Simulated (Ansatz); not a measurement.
Method: PBEsol, scalar-relativistic; no spin polarisation; PAW, 420 eV, Γ-centred 8×8×8 mesh, 0.05 eV Gaussian smearing; code Ansatz; PAW files: Ansatz's generated set soft_2.

The calculation on AgX, where X is one element, gave:

```yaml
Space_group: F-43m (No. 216)
Conventional_cell: a = 6.450 Å, b = 6.450 Å, c = 6.450 Å, α = 90.00°, β = 90.00°, γ = 90.00°
Volume: 33.54 Å³/atom
Band_gap: 1.20 eV
Smallest_direct_gap: 1.20 eV
Formation_energy_from_the_elements_0_K_uncorrected: -0.19 eV/atom
Bulk_modulus_Birch–Murnaghan: 34 GPa
Pressure_derivative_B0′: 5.4
Shear_modulus_Hill: 6.5 GPa
Young's_modulus: 18.3 GPa
Poisson's_ratio: 0.41
Elastically_stable: yes
```

Sites: Ag on 4a, X on 4c.

Question: Which element is X?
A. Cs
B. Sb
C. I
D. Te

Answer: C. X is I, so the compound is AgI.

The chain of runs began from a cell as deposited in COD, expanded in volume. Of that entry: the entry's cell lengths or inner coordinates differ somewhat from later room-temperature determinations.

Semilocal functionals underestimate band gaps, commonly by a third or more. Spin–orbit coupling, which matters for such heavy elements, is left out.
